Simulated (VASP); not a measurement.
# MoS2 (C2/m) in VASP: further runs, part 2 of 2

VASP 6.6.1. Earlier steps stand in the parts before.

## (3) Single point, PBEsol+U, collinear spin, ferrimagnetic start

This run uses another cell than the first one, of the same volume but with other edges.

INCAR reads:

```
PREC = Accurate ; ENCUT = 520
EDIFF = 1E-6 ; ISMEAR = 0
SIGMA = 0.05 ; LREAL = F
LASPH = T ; NELM = 80
ALGO = Fast ; ISIF = 2
LWAVE = F ; LCHARG = F
ISPIN = 2 ; MAGMOM = 1 -0.5 0 0 0 0
LORBIT = 11 ; LMAXMIX = 4
LDAU = T ; LDAUTYPE = 2
LDAUL = 2 -1 ; LDAUU = 2 0
LDAUJ = 0 0 ; LDAUPRINT = 1
GGA = PS ; NBANDS = 39
```

KPOINTS reads:

```
Automatic mesh
0
Gamma
  3 5 4
```

POSCAR reads:

```
MoS2
1.0
    6.2959850400      0.0000000000      0.0000000000
    0.0000000000      3.8595640600      0.0000000000
   -0.0030992400      0.0000000000      4.4393295900
Mo S
2 4
Direct
    0.0000000000      0.0000000000      0.0000000000
    0.5000000000      0.5000000000      0.0000000000
    0.6879000000      0.0000000000      0.2889000000
    0.1879000000      0.5000000000      0.2889000000
    0.3121000000      0.0000000000      0.7111000000
    0.8121000000      0.5000000000      0.7111000000
```

Potentials or basis: VASP PAW PBE potentials, release 64 (Mo_sv, S).

The run is started by

```bash
> cat potpaw_PBE.64/Mo_sv/POTCAR potpaw_PBE.64/S/POTCAR > POTCAR
> mpirun -np 1 vasp_std > vasp.out
```

It took 7.4 min on 1 thread of AMD EPYC 7R43 (Zen 3), shared host; peak memory 0.28 GiB.

Results (log left out):

```
Free energy                                           : -37.4730 eV
Pressure                                              : -1.4 GPa
Largest force                                         : 1.465 eV/Å
Band gap on the k mesh                                : none (metal or under the smearing width)
Net moment                                            : 0.00 μB per cell
Site moments                                          : Mo +1.92, -1.92; S +0.01, -0.01 μB
Valence electrons inside the program's atomic spheres : Mo 12.19; S 3.66
```

Forces in eV/Å, atoms in the order of the input:
```
Mo   0.000  0.000  0.000
Mo   0.000  0.000  0.000
S   -1.326  0.000 -0.622
S   -1.325  0.000 -0.622
S    1.326  0.000  0.622
S    1.325  0.000  0.622
```

Stress tensor (GPa, compression positive):
```
 -4.60   0.00 -11.84
  0.00 -10.46   0.00
-11.84   0.00  10.85
```

Levels at points of the mesh, in eV from the Fermi level:
Spin up:
```
           k point  band 22  band 23  band 24  band 25  band 26  band 27  band 28  band 29  band 30  band 31
(0.00, 0.00, 0.00)    -1.36    -0.88    -0.75    -0.59    -0.33     0.75     0.95     1.05     1.71     2.39
(0.00, 0.00, 0.50)    -1.77    -1.40    -1.33    -1.14    -1.03    -0.25     0.99     1.40     1.77     2.70
```
Spin down:
```tsv
k point	band 23	band 24	band 25	band 26	band 27	band 28	band 29	band 30
(0.00, 0.00, 0.00)	-0.88	-0.75	-0.59	-0.33	0.75	0.95	1.05	1.71
(0.00, 0.00, 0.50)	-1.40	-1.33	-1.14	-1.03	-0.25	0.99	1.40	1.78
```

Eigenvalues of the final occupation matrices:
| site | spin | trace | eigenvalues |
| --- | --- | --- | --- |
| site 1 d | 1 | 2.84 | 0.35 0.44 0.63 0.64 0.79 |
| site 1 d | 2 | 0.95 | 0.07 0.11 0.11 0.31 0.36 |
| site 2 d | 1 | 0.95 | 0.07 0.11 0.11 0.31 0.36 |
| site 2 d | 2 | 2.84 | 0.35 0.44 0.63 0.64 0.79 |

Caveat: the PAW data sets were made with another functional, which shifts forces and pressure a little.

## (4) Single point, PBEsol+U, collinear spin, random start

This run uses another cell than the first one: it holds 3 atoms, not 6.

INCAR reads:

```
SYSTEM = MoS2
ALGO     = Normal         ! electronic algorithm
EDIFF    = 1E-6           ! SCF threshold, eV
ENCUT    = 520            ! plane-wave cutoff, eV
GGA      = PS             ! functional
ISIF     = 2              ! what is computed and relaxed
ISMEAR   = 0              ! smearing method
ISPIN    = 2              ! spin polarisation
LASPH    = .TRUE.         ! aspherical terms in the spheres
LCHARG   = .FALSE.        ! write CHGCAR
LDAU     = .TRUE.         ! DFT+U
LDAUJ    = 0 0          
LDAUL    = 2 -1           ! shell
LDAUPRINT= 1            
LDAUTYPE = 2            
LDAUU    = 2 0            ! U, eV
LMAXMIX  = 4              ! l up to which the mixer works
LORBIT   = 11             ! projections on sites
LREAL    = .FALSE.        ! projectors in reciprocal space
LWAVE    = .FALSE.        ! write WAVECAR
MAGMOM   = 0.19 0 0       ! initial moments
NELM     = 100            ! most SCF steps
PREC     = Accurate       ! precision mode
SIGMA    = 0.05           ! smearing width, eV
```

KPOINTS reads:

```
k-points
0
G
  6 6 4
  0 0 0
```

POSCAR reads:

```
MoS2
1.0
    3.1479925200     -1.9297820300      0.0000000000
    3.1479925200      1.9297820300      0.0000000000
   -0.0030992400      0.0000000000      4.4393295900
Mo S
1 2
Direct
    0.0000000000      0.0000000000      0.0000000000
    0.6879000000      0.6879000000      0.2889000000
    0.3121000000      0.3121000000      0.7111000000
```

The run is started by

```bash
> cat potpaw_PBE.64/Mo_sv/POTCAR potpaw_PBE.64/S/POTCAR > POTCAR
> mpirun -np 1 vasp_std > vasp.out
```

It took 3.6 min on 1 thread of AMD EPYC 7R43 (Zen 3), shared host; peak memory 0.19 GiB.

The run converged. Its results:

- Free energy: -18.7825 eV
- Pressure: -0.5 GPa
- Largest force: 1.448 eV/Å
- Band gap on the k mesh: none (metal or under the smearing width)
- Net moment: 2.03 μB per cell
- Site moments: Mo +2.07; S -0.13 μB
- Valence electrons inside the program's atomic spheres: Mo 12.19; S 3.67

Forces on the atoms (eV/Å):
```
Mo   0.000  0.000  0.000
S   -1.140  0.000 -0.893
S    1.140  0.000  0.893
```

Stress tensor (GPa, compression positive):
```
 -2.85   0.00  -9.70
  0.00 -10.75   0.00
 -9.70   0.00  12.06
```

Levels at points of the mesh, in eV from the Fermi level:
Spin up:
```
           k point  band 11  band 12  band 13  band 14  band 15  band 16  band 17
(0.00, 0.00, 0.00)    -1.36    -0.88    -0.28    -0.08     0.82     1.78     2.73
(0.50, 0.00, 0.00)    -3.08    -2.21    -1.06    -0.81    -0.38     2.84     4.45
(0.50, 0.50, 0.00)    -3.24    -1.93    -1.65    -0.61    -0.33     3.54     4.00
(0.00, 0.00, 0.50)    -2.10    -1.75    -1.66    -1.37    -0.03     4.11     4.33
(0.50, 0.00, 0.50)    -1.48    -1.07    -0.72    -0.34     0.04     2.34     3.83
(0.50, 0.50, 0.50)    -1.76    -1.22    -1.16    -0.59    -0.26     1.96     3.94
```
Spin down:
```tsv
k point	band 8	band 9	band 10	band 11	band 12	band 13	band 14	band 15	band 16	band 17
(0.00, 0.00, 0.00)	-4.41	-4.16	-0.91	-0.38	0.70	0.90	0.99	2.13	2.63	3.45
(0.50, 0.00, 0.00)	-3.41	-3.26	-3.07	-3.04	-2.17	0.39	2.09	2.12	3.96	5.09
(0.50, 0.50, 0.00)	-3.79	-3.49	-2.54	-2.09	-1.86	-0.09	1.83	1.89	4.35	4.84
(0.00, 0.00, 0.50)	-3.68	-2.71	-2.54	-2.22	-1.44	0.51	0.93	1.79	4.85	4.92
(0.50, 0.00, 0.50)	-5.59	-4.21	-1.46	-1.43	0.02	1.14	1.85	2.26	3.43	4.57
(0.50, 0.50, 0.50)	-5.04	-4.20	-2.69	-1.76	-1.14	1.45	1.71	2.14	3.31	4.84
```

Eigenvalues of the final occupation matrices:
```
    site  spin  trace               eigenvalues
site 1 d     1   2.91  0.41 0.44 0.63 0.66 0.77
site 1 d     2   0.89  0.06 0.10 0.11 0.26 0.35
```

Caveat: the PAW data sets were made with another functional, which shifts forces and pressure a little. The state reached can hang on the start; a lower one may exist.

## (5) Single point, PBEsol+U, collinear spin, ferromagnetic start

This run uses another cell than the first one: it holds 3 atoms, not 6.

INCAR reads:

```
PREC = Accurate ; ENCUT = 520
EDIFF = 1E-7 ; ISMEAR = 0
SIGMA = 0.05 ; LREAL = F
LASPH = T ; NELM = 60
ALGO = Normal ; ISIF = 2
LWAVE = F ; LCHARG = F
ISPIN = 2 ; MAGMOM = 1 0 0
LORBIT = 11 ; NUPDOWN = 3
LMAXMIX = 4 ; LDAU = T
LDAUTYPE = 2 ; LDAUL = 2 -1
LDAUU = 2 0 ; LDAUJ = 0 0
LDAUPRINT = 1 ; GGA = PS
NBANDS = 24
```

KPOINTS reads:

```
regular mesh
0
Gamma
  6 6 4
```

POSCAR is that of step 4.

The run is started by

```bash
> cat potpaw_PBE.64/Mo_sv/POTCAR potpaw_PBE.64/S/POTCAR > POTCAR
> mpirun -np 1 vasp_std > vasp.out
```

Wall time 3.8 min (1 thread of AMD EPYC 7R43 (Zen 3), shared host); peak memory 0.21 GiB.

Results (log left out):

```yaml
Free_energy: -18.4811 eV
Pressure: 1.9 GPa
Largest_force: 1.467 eV/Å
Net_moment: 3.00 μB per cell
Site_moments: Mo +2.36; S +0.07 μB
Valence_electrons_inside_the_program's_atomic_spheres: Mo 12.25; S 3.66
```

Forces in eV/Å, atoms in the order of the input:
```
Mo   0.000  0.000  0.000
S   -1.238  0.000 -0.787
S    1.238  0.000  0.787
```

Stress tensor (GPa, compression positive):
```
  5.55   0.00 -10.84
  0.00  -8.89   0.00
-10.84   0.00   9.17
```

Eigenvalues of the final occupation matrices:
```
    site  spin  trace               eigenvalues
site 1 d     1   3.08  0.40 0.42 0.72 0.75 0.79
site 1 d     2   0.78  0.05 0.09 0.09 0.23 0.33
```

Caveat: the moment is held away from its start; the PAW data sets were made with another functional, which shifts forces and pressure a little; the total moment is fixed, so each spin has its own Fermi level. The state reached can hang on the start; a lower one may exist.

## (6) The runs side by side

```csv
spin,fixed moment (μB),k mesh,supercell matrix,gap on the mesh (eV),pressure (GPa),moment (μB),largest force (eV/Å)
"collinear, antiferromagnetic start",-,5 × 5 × 4,"[0, 1, 1, 1, 0, 1, 1, 1, 0]",none,-1.5,0.00,1.47
"collinear, ferrimagnetic start",-,3 × 5 × 4,"[1, 1, 0, -1, 1, 0, 0, 0, 1]",none,-1.4,0.00,1.46
"collinear, random start",-,6 × 6 × 4,-,none,-0.5,2.03,1.45
"collinear, ferromagnetic start",3,6 × 6 × 4,-,-,1.9,3.00,1.47
```

Alike in all rows: task single point; level PBEsol+U; potentials or basis VASP PAW PBE potentials, release 64 (Mo_sv, S); Mo d U = 2 eV; cell as given; cutoff (eV) 520; smearing gaussian 0.05 eV.

Every run on the cell as given and a fine mesh finds a metal.

Caveats: the PAW data sets were made with another functional, which shifts forces and pressure a little; the moment is held away from its start (some runs); the total moment is fixed, so each spin has its own Fermi level (some runs).

Absolute energies hang on the potentials; compare differences alone.
